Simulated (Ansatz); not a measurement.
## Al: a prediction, then the measurements

Method: DFT PBE, scalar-relativistic, plane waves, PAW (Ansatz).

Plane waves to 420 eV, a k mesh through Γ of 28×28×28 on the computed 1-atom cell and Gaussian smearing (0.10 eV); no spin polarisation.

Relaxed structure:

Space group Fm-3m (No. 225). a = 4.041 Å, b = 4.041 Å, c = 4.041 Å, α = 90.00°, β = 90.00°, γ = 90.00°
```
atom  site  symmetry       x       y       z
  Al    4b      m-3m  0.0000  0.0000  0.5000
```

| Item | Value |
| --- | --- |
| Space group | Fm-3m (No. 225) |
| Volume per atom | 111.3 bohr³ |
| Energy over the standard state (uncorrected) | +0.002 eV/atom |
| Kohn–Sham band gap | none (metal) |
| Density of states at the Fermi level | 0.4 states/eV per cell |
| Orbital (Löwdin) character within 0.5 eV of the Fermi level | Al 3p 64 %, Al 3s 31 %, unprojected 6 % |
| Bader charge by site (e) | Al (1 in the cell) 0.00 |

**Against measurements.**

Measured lattice constant a of Al: 4.05 Å (quoted in “Theoretical and Experimental Research of Hydrogen Solid Solution in Mg and Mg-Al System”, 2022, pmc:8911465). This calculation gives 4.041 Å (-0.2 %). The calculation is for 0 K without zero-point motion.

The cell was reached from a generator's guess, though it ends in a space group that the Crystallography Open Database lists for this formula. Löwdin shares on free-atom orbitals overweight diffuse shells.
